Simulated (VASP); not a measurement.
# Li2S (Fm-3m) in VASP: further runs

Runs on Li2S. Level: PBE. Tasks: relaxation of cell and atoms, single point.

All numbers are computed with VASP 6.6.1; they aren't measurements. Logs are shortened: lines on timing, memory, paths and dates and some standing lists are left out, and cuts for length are marked.

**1. The crystal as given**

The structure is cubic, space group Fm-3m (No. 225). Conventional cell: a = 5.670 Å, b = 5.670 Å, c = 5.670 Å, α = 90.00°, β = 90.00°, γ = 90.00°. Li (site symmetry -43m) has 4 S at 2.46 Å as nearest neighbours. S (site symmetry m-3m) has 8 Li at 2.46 Å as nearest neighbours.

The cell comes from a database or a generator and needn't be the stable form of this composition.

**2. Relaxation of cell and atoms, PBE**

INCAR reads:

```
SYSTEM = Li2S
PREC = Accurate ; ENCUT = 600
EDIFF = 1E-6 ; ISMEAR = 0
SIGMA = 0.02 ; LREAL = .False.
LASPH = .True. ; NELM = 100
ALGO = Normal ; ISIF = 3
LWAVE = .False. ; LCHARG = .False.
GGA = PE ; IBRION = 2
NSW = 100 ; EDIFFG = -0.002
```

KPOINTS reads:

```
Automatic mesh
0
Gamma
  8 8 8
  0 0 0
```

POSCAR reads:

```
Li2S
1.0
    0.0000000000      2.8351678400      2.8351678400
    2.8351678400      0.0000000000      2.8351678400
    2.8351678400      2.8351678400      0.0000000000
Li S
2 1
Direct
    0.7500000000      0.7500000000      0.7500000000
    0.2500000000      0.2500000000      0.2500000000
    0.0000000000      0.0000000000      0.0000000000
```

Potentials or basis: VASP PAW PBE potentials, release 64 (Li_sv, S).

Started as:

```sh
> cat potpaw_PBE.64/Li_sv/POTCAR potpaw_PBE.64/S/POTCAR > POTCAR
> mpirun -np 1 vasp_std > vasp.out
```

OUTCAR:

```text
SYSTEM = Li2S
   PREC = Accurate
   ENCUT = 600
   EDIFF = 1E-6
   ISMEAR = 0
   LREAL = .False.
   LASPH = .True.
   NELM = 100
   ISIF = 3
   GGA = PE
   IBRION = 2
   NSW = 100
   EDIFFG = -0.002

 ion  position               nearest neighbor table
   1  0.750  0.750  0.750-   3 2.46   3 2.46   3 2.46   3 2.46
   2  0.250  0.250  0.250-   3 2.46   3 2.46   3 2.46   3 2.46
   3  0.000  0.000  0.000-   1 2.46   1 2.46   2 2.46   2 2.46   2 2.46   2 2.46   1 2.46   1 2.46

  LATTYP: Found a face centered cubic cell.
 ALAT       =     5.6703356800

  Lattice vectors:

 A1 = (   0.0000000000,   2.8351678400,   2.8351678400)
 A2 = (   2.8351678400,   0.0000000000,   2.8351678400)
 A3 = (   2.8351678400,   2.8351678400,   0.0000000000)

Analysis of symmetry for initial positions (statically):
=====================================================================
 Subroutine PRICEL returns:
 Original cell was already a primitive cell.

 Routine SETGRP: Setting up the symmetry group for a
 face centered cubic supercell.

 Subroutine GETGRP returns: Found 48 space group operations
 (whereof 48 operations were pure point group operations)
 out of a pool of 48 trial point group operations.

The static configuration has the point symmetry O_h .

Analysis of symmetry for dynamics (positions and initial velocities):
=====================================================================
 Subroutine PRICEL returns:
 Original cell was already a primitive cell.

 Routine SETGRP: Setting up the symmetry group for a
 face centered cubic supercell.

 Subroutine GETGRP returns: Found 48 space group operations
 (whereof 48 operations were pure point group operations)
 out of a pool of 48 trial point group operations.

The dynamic configuration has the point symmetry O_h .

 Subroutine INISYM returns: Found 48 space group operations
 (whereof 48 operations are pure point group operations),
 and found     1 'primitive' translations

----------------------------------------------------------------------------------------

                                     Primitive cell

  volume of cell :      45.5792

  direct lattice vectors                    reciprocal lattice vectors
     0.000000000  2.835167840  2.835167840    -0.176356402  0.176356402  0.176356402
     2.835167840  0.000000000  2.835167840     0.176356402 -0.176356402  0.176356402
     2.835167840  2.835167840  0.000000000     0.176356402  0.176356402 -0.176356402

[... 105 lines left out ...]
     AMIX_MAG =   1.60;   BMIX_MAG =  1.00
  volume/ion in A,a.u.               =      15.19       102.53
  Fermi-wavevector in a.u.,A,eV,Ry     =   1.049252  1.982799 14.979059  1.100930
  Thomas-Fermi vector in A             =   2.184207
   LORBIT       =      0    0 simple, 1 ext, 2 COOP (PROOUT), +10 PAW based schemes
   GGA     = PE    functional components
   LHFCALC =     F    Hartree Fock is set to
   AEXX    =    0.0000 exact exchange contribution
   IVDW    =     0    specifies the selected vdW correction
   LEPSILON=     F    determine dielectric tensor
   LRPA    =     F    only Hartree local field effects (RPA)
 conjugate gradient relaxation of ions
 non-spin polarized calculation
 Gauss-broadening in eV      SIGMA  =   0.02
  energy-cutoff  :      600.00
  volume of cell :       45.58
 maximum number of plane-waves:      1540
   NGX = 17   NGY = 17   NGZ = 17

--------------------------------------- Ionic step        1  -------------------------------------------

 number of electron      11.9999988 magnetization

 Free energy of the ion-electron system (eV)
  ---------------------------------------------------
  ext. energy  EPLUGINS =         0.00000000
  ---------------------------------------------------
  free energy    TOTEN  =       -11.99378118 eV

  energy without entropy =      -11.99378118  energy(sigma->0) =      -11.99378118

------------------------ aborting loop because EDIFF is reached ----------------------------------------

  FORCE on cell =-STRESS in cart. coord.  units (eV):
  Direction    XX          YY          ZZ          XY          YZ          ZX
  --------------------------------------------------------------------------------------
  -------------------------------------------------------------------------------------
  Total        0.1898508      0.1898508      0.1898508      0.0000000      0.0000000      0.0000000
  in kB        6.6735479      6.6735479      6.6735479      0.0000000      0.0000000      0.0000000
  external PRESSURE =       6.6735479 kB  Pullay stress =       0.0000000 kB
[... 98 lines left out ...]
--------------------------------------- Ionic step        4  -------------------------------------------

 number of electron      11.9999987 magnetization

 Free energy of the ion-electron system (eV)
  ---------------------------------------------------
  ext. energy  EPLUGINS =         0.00000000
  ---------------------------------------------------
  free energy    TOTEN  =       -11.99526902 eV

  energy without entropy =      -11.99526902  energy(sigma->0) =      -11.99526902

 E-fermi :   1.5757     XC(G=0):  -8.5036

 val. band max:        1.4576030514   @ k =   0.0000   0.0000   0.0000
 cond. band min:       4.8471612326   @ k =   0.5000   0.5000   0.0000
 fundamental gap:      3.3895581812
 Fermi energy:         1.5757048739

 k-point     1 :       0.0000    0.0000    0.0000
  band No.  band energies     occupation
      1     -42.7224      2.00000
      2     -42.6796      2.00000
      3      -9.5623      2.00000
      4       1.4576      2.00000
      5       1.4576      2.00000
      6       1.4576      2.00000
      7       5.7277      0.00000
      8       7.6865      0.00000
      9       7.6865      0.00000
     10       7.6865      0.00000
[... 287 lines left out ...]
 k-point    24 :      -0.3750    0.2500    0.1250
  band No.  band energies     occupation
      1     -42.7003      2.00000
      2     -42.7003      2.00000
      3      -9.0643      2.00000
      4      -1.1128      2.00000
      5       0.2176      2.00000
      6       0.5559      2.00000
      7       7.3195      0.00000
      8       8.1022      0.00000
      9       9.8104      0.00000
     10      10.4511      0.00000

 [... further k-points ...]

------------------------ aborting loop because EDIFF is reached ----------------------------------------

  FORCE on cell =-STRESS in cart. coord.  units (eV):
  Direction    XX          YY          ZZ          XY          YZ          ZX
  --------------------------------------------------------------------------------------
  -------------------------------------------------------------------------------------
  Total        0.0057341      0.0057341      0.0057341      0.0000000      0.0000000      0.0000000
  in kB        0.1984325      0.1984325      0.1984325      0.0000000      0.0000000      0.0000000
  external PRESSURE =       0.1984325 kB  Pullay stress =       0.0000000 kB
[... 18 lines left out ...]
  FREE ENERGIE OF THE ION-ELECTRON SYSTEM (eV)
  ---------------------------------------------------
  free  energy   TOTEN  =       -11.9952690151 eV

  energy  without entropy=      -11.9952690151  energy(sigma->0) =      -11.99526902

 reached required accuracy - stopping structural energy minimisation
```

Wall time 14 s (1 thread of Intel Xeon 6975P-C (Granite Rapids), shared host); peak memory 0.17 GiB.

What came out:

```yaml
Free_energy: -11.9953 eV
Relaxed_volume: 15.43 Å³/atom
Relaxed_cell: a = 4.031 Å, b = 4.031 Å, c = 4.031 Å, α = 60.00°, β = 60.00°, γ = 60.00°
Space_group_after_relaxing_to_0.05_Å: Fm-3m (No. 225)
Energy_gained_by_relaxing: 0.5 meV/atom
Ionic_steps: 4
Pressure_after_relaxing: 0.0 GPa
Band_gap_on_the_k_mesh: 3.39 eV, indirect (least direct gap 4.27 eV)
```

The path:
| step | energy change (eV) | largest force (eV/Å) | pressure (GPa) | volume (Å³) |
| --- | --- | --- | --- | --- |
| 1 | 0.0000 | 0.0000 | 0.67 | 45.58 |
| 2 | -0.0012 | 0.0000 | 0.26 | 46.00 |
| 3 | -0.0015 | 0.0000 | 0.03 | 46.26 |
| 4 | -0.0015 | 0.0000 | 0.02 | 46.30 |

Final structure:
```
Li S
1.0
     0.00000    2.85000    2.85000
     2.85000    0.00000    2.85000
     2.85000    2.85000    0.00000
Li S
2 1
Cartesian
  4.2750 4.2750 4.2750
  1.4250 1.4250 1.4250
  2.8500 0.0000 2.8500
```

Caveat: the cutoff is under 1.25 times the usual one of these potentials, so pressure, stress and relaxed cells hold a basis-set (Pulay) error. PBE gaps usually lie below the measured ones, often by a third to a half.

**3. Single point, PBE**

INCAR reads:

```
PREC = Accurate
ENCUT = 520
EDIFF = 1E-6
ISMEAR = 0
SIGMA = 0.1
LREAL = False
LASPH = True
NELM = 100
ALGO = Normal
ISIF = 2
LWAVE = False
LCHARG = False
GGA = PE
NBANDS = 13
```

KPOINTS reads:

```
Automatic mesh
0
Gamma
  6 6 6
```

POSCAR is that of step 2.

Potentials or basis: VASP PAW PBE potentials, release 64 (Li_sv, S).

Started as:

```sh
> cat potpaw_PBE.64/Li_sv/POTCAR potpaw_PBE.64/S/POTCAR > POTCAR
> mpirun -np 1 vasp_std > vasp.out
```

OUTCAR:

```text
PREC = Accurate
   ENCUT = 520
   EDIFF = 1E-6
   ISMEAR = 0
   LREAL = False
   LASPH = True
   NELM = 100
   ISIF = 2
   GGA = PE

 ion  position               nearest neighbor table
   1  0.750  0.750  0.750-   3 2.46   3 2.46   3 2.46   3 2.46
   2  0.250  0.250  0.250-   3 2.46   3 2.46   3 2.46   3 2.46
   3  0.000  0.000  0.000-   1 2.46   1 2.46   2 2.46   2 2.46   2 2.46   2 2.46   1 2.46   1 2.46

  LATTYP: Found a face centered cubic cell.
 ALAT       =     5.6703356800

  Lattice vectors:

 A1 = (   0.0000000000,   2.8351678400,   2.8351678400)
 A2 = (   2.8351678400,   0.0000000000,   2.8351678400)
 A3 = (   2.8351678400,   2.8351678400,   0.0000000000)

Analysis of symmetry for initial positions (statically):
=====================================================================
 Subroutine PRICEL returns:
 Original cell was already a primitive cell.

 Routine SETGRP: Setting up the symmetry group for a
 face centered cubic supercell.

 Subroutine GETGRP returns: Found 48 space group operations
 (whereof 48 operations were pure point group operations)
 out of a pool of 48 trial point group operations.

The static configuration has the point symmetry O_h .

Analysis of symmetry for dynamics (positions and initial velocities):
=====================================================================
 Subroutine PRICEL returns:
 Original cell was already a primitive cell.

 Routine SETGRP: Setting up the symmetry group for a
 face centered cubic supercell.

 Subroutine GETGRP returns: Found 48 space group operations
 (whereof 48 operations were pure point group operations)
 out of a pool of 48 trial point group operations.

The dynamic configuration has the point symmetry O_h .

 Subroutine INISYM returns: Found 48 space group operations
 (whereof 48 operations are pure point group operations),
 and found     1 'primitive' translations

----------------------------------------------------------------------------------------

[... 117 lines left out ...]
 Gauss-broadening in eV      SIGMA  =   0.10
  energy-cutoff  :      520.00
  volume of cell :       45.58
 maximum number of plane-waves:      1243
 NGX is ok and might be reduce to    30
   NGX = 15   NGY = 15   NGZ = 15

 number of electron      11.9999998 magnetization

 Free energy of the ion-electron system (eV)
  ---------------------------------------------------
  ext. energy  EPLUGINS =         0.00000000
  ---------------------------------------------------
  free energy    TOTEN  =       -11.99359082 eV

  energy without entropy =      -11.99359082  energy(sigma->0) =      -11.99359082

 E-fermi :   2.0730     XC(G=0):  -8.5623

 val. band max:        1.5550328563   @ k =   0.0000   0.0000   0.0000
 cond. band min:       4.9337235538   @ k =   0.5000   0.5000   0.0000
 fundamental gap:      3.3786906974
 Fermi energy:         2.0729674815

 k-point     1 :       0.0000    0.0000    0.0000
  band No.  band energies     occupation
      1     -42.5987      2.00000
      2     -42.5535      2.00000
      3      -9.5066      2.00000
      4       1.5550      2.00000
      5       1.5550      2.00000
      6       1.5550      2.00000
      7       5.9056      0.00000
      8       7.7910      0.00000
      9       7.7910      0.00000
     10       7.7910      0.00000
     11      12.7723      0.00000
     12      12.7723      0.00000
     13      14.0557      0.00000
[... 226 lines left out ...]
  band No.  band energies     occupation
      1     -42.5786      2.00000
      2     -42.5711      2.00000
      3      -8.9255      2.00000
      4      -0.4729      2.00000
      5      -0.1610      2.00000
      6      -0.1046      2.00000
      7       6.2419      0.00000
      8       9.5453      0.00000
      9       9.9737      0.00000
     10      11.7004      0.00000
     11      13.1461      0.00000
     12      14.0799      0.00000
     13      14.2211      0.00000

------------------------ aborting loop because EDIFF is reached ----------------------------------------

  FORCE on cell =-STRESS in cart. coord.  units (eV):
  Direction    XX          YY          ZZ          XY          YZ          ZX
  --------------------------------------------------------------------------------------
  -------------------------------------------------------------------------------------
  Total        0.1976706      0.1976706      0.1976706     -0.0000000     -0.0000000      0.0000000
  in kB        6.9484246      6.9484246      6.9484246     -0.0000000     -0.0000000      0.0000000
  external PRESSURE =       6.9484246 kB  Pullay stress =       0.0000000 kB

 VOLUME and BASIS-vectors are now :
 -----------------------------------------------------------------------------
  energy-cutoff  :      520.00
  volume of cell :       45.58
      direct lattice vectors                 reciprocal lattice vectors
     0.000000000  2.835167840  2.835167840    -0.176356402  0.176356402  0.176356402
     2.835167840  0.000000000  2.835167840     0.176356402 -0.176356402  0.176356402
     2.835167840  2.835167840  0.000000000     0.176356402  0.176356402 -0.176356402

 POSITION                                       TOTAL-FORCE (eV/Angst)
 -----------------------------------------------------------------------------------
      4.25275      4.25275      4.25275        -0.000000     -0.000000     -0.000000
      1.41758      1.41758      1.41758         0.000000      0.000000      0.000000
      0.00000      0.00000      0.00000        -0.000000     -0.000000      0.000000
 -----------------------------------------------------------------------------------
    total drift:                                0.000000     -0.000000      0.000000

  FREE ENERGIE OF THE ION-ELECTRON SYSTEM (eV)
  ---------------------------------------------------
  free  energy   TOTEN  =       -11.9935908213 eV

  energy  without entropy=      -11.9935908213  energy(sigma->0) =      -11.99359082
```

OSZICAR:

```text
N       E                     dE             d eps       ncg     rms          rms(c)
DAV:   1     0.492837872820E+02    0.49284E+02   -0.52095E+03   416   0.891E+02
DAV:   2    -0.465712397498E+01   -0.53941E+02   -0.51265E+02   525   0.202E+02
DAV:   3    -0.121344135433E+02   -0.74773E+01   -0.74261E+01   759   0.481E+01
DAV:   4    -0.122925807875E+02   -0.15817E+00   -0.15813E+00   577   0.985E+00
DAV:   5    -0.122956667820E+02   -0.30860E-02   -0.30859E-02   640   0.114E+00    0.390E+00
DAV:   6    -0.119990705099E+02    0.29660E+00   -0.50024E-01   510   0.282E+00    0.294E+00
DAV:   7    -0.119830048553E+02    0.16066E-01   -0.13398E-01   597   0.164E+00    0.181E+00
DAV:   8    -0.119938653542E+02   -0.10860E-01   -0.27083E-02   524   0.899E-01    0.733E-01
DAV:   9    -0.119934273228E+02    0.43803E-03   -0.94559E-04   585   0.183E-01    0.477E-01
DAV:  10    -0.119935943387E+02   -0.16702E-03   -0.13986E-03   466   0.184E-01    0.253E-01
DAV:  11    -0.119935859689E+02    0.83698E-05   -0.79158E-05   593   0.595E-02    0.100E-01
DAV:  12    -0.119935895275E+02   -0.35586E-05   -0.23106E-06   546   0.118E-02    0.741E-02
DAV:  13    -0.119935909174E+02   -0.13899E-05   -0.12378E-05   539   0.173E-02    0.759E-03
DAV:  14    -0.119935908213E+02    0.96099E-07   -0.44979E-07   304   0.598E-03
   1 F= -.11993591E+02 E0= -.11993591E+02  d E =-.175327E-14
```

stdout:

```text
POSCAR found type information on POSCAR LiS
 POSCAR found :  2 types and       3 ions
 scaLAPACK will be used
 LDA part: xc-table for (Slater+PW92), standard interpolation
 POSCAR, INCAR and KPOINTS ok, starting setup
 FFT: planning ... GRIDC
 FFT: planning ... GRID_SOFT
 FFT: planning ... GRID
 WAVECAR not read
 entering main loop
```

Run time: 5.9 s. Hardware: 1 thread of Intel Xeon 6975P-C (Granite Rapids), shared host; peak memory 0.15 GiB.

What came out:

```
Free energy            : -11.9936 eV
Band gap on the k mesh : 3.38 eV, indirect (least direct gap 4.35 eV)
```

Caveat: the cutoff is under 1.25 times the usual one of these potentials, so pressure, stress and relaxed cells hold a basis-set (Pulay) error.
